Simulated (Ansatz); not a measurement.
An Ansatz input and the part of its output that reports the observables at the nuclei.

The start is a computed structure from the Materials Project (it need not be an observed phase).

```yaml
crystal:
  lattice:
    - [8.0509314886, 0.0, 0.0]
    - [-4.0254657443, 6.9723111933, 0.0]
    - [0.0, 0.0, 3.08352139]
  atoms:
    - { symbol: Ge, position: [0.8291483, 0.2354845, 0.75] }
    - { symbol: Ge, position: [0.5936638, 0.8291483, 0.25] }
    - { symbol: Ge, position: [0.2354845, 0.4063362, 0.25] }
    - { symbol: Ge, position: [0.7645155, 0.5936638, 0.75] }
    - { symbol: Ge, position: [0.4063362, 0.1708517, 0.75] }
    - { symbol: Ge, position: [0.1708517, 0.7645155, 0.25] }
    - { symbol: "N", position: [0.6666666667, 0.3333333333, 0.75] }
    - { symbol: "N", position: [0.3333333333, 0.6666666667, 0.25] }
    - { symbol: "N", position: [0.6696316, 0.97271698, 0.75] }
    - { symbol: "N", position: [0.69691462, 0.6696316, 0.25] }
    - { symbol: "N", position: [0.97271698, 0.30308538, 0.25] }
    - { symbol: "N", position: [0.02728302, 0.69691462, 0.75] }
    - { symbol: "N", position: [0.3303684, 0.02728302, 0.25] }
    - { symbol: "N", position: [0.30308538, 0.3303684, 0.75] }
kpoints:
  mp_grid: { grid: [4, 4, 9] }
scf:
  occupations: { method: fermi_dirac, width: 0.02 }
hamiltonian:
  xc: pbe
  pseudopotentials: { kind: paw }
output:
  forces: true
  stress: true
  populations: true
  efg:
    quadrupole_moments_barn: { Ge: -0.196, "N": 0.02044 }
    contact_densities: true
  write_density: true
  write_potential: true
  elf: true
  volumetric_format: npy
relax:
  f_tol: 0.02
  max_steps: 60
```

```sh
ansatz run input.yaml --threads 1 --pin off --max-ram 2560MiB --backend cpu --events-out ev --progress --plain --runs-dir out
```

The run relaxes the ions first, and the block belongs to the relaxed positions.

Of the output, the block on the nuclei alone is shown; the set-up, the SCF iterations, energies, forces and stress are cut. One atom of each set with nearly equal values is shown.

```
--- PAW observables at the nuclei: V_zz in 10²¹ V/m², potentials from the cell's mean, atoms counted from 1 ---
  atom   1  Ge V_zz =    +2.661127   η = 0.4537   by run symmetry: allowed   C_q = -12.6118 MHz
            electrostatic potential = -4322.124421 V   contact ρ = 210219.642794 e/Å³
  atom   7  N  V_zz =    -7.978787   η = 0.0000   by run symmetry: allowed   C_q = -3.9434 MHz
            electrostatic potential = -516.529588 V   contact ρ = 1413.119422 e/Å³
  atom   9  N  V_zz =    -8.058220   η = 0.0700   by run symmetry: allowed   C_q = -3.9827 MHz
            electrostatic potential = -516.184206 V   contact ρ = 1412.957738 e/Å³
```

The relaxation (3 steps) took 52 s of wall time (52 s of CPU time) and 0.67 GiB at its peak, on 1 thread of Intel Xeon Platinum 8259CL CPU @ 2.50GHz (Skylake/Cascade Lake) (x86_64; 44 cores open to the job, memory cap 2.5 GiB, no GPU), a shared host with a load of 0.6 a core.

At this cell the PBE pressure is 5 GPa, so with PBE the cell would grow if it were relaxed. The entry's cell may itself be off.
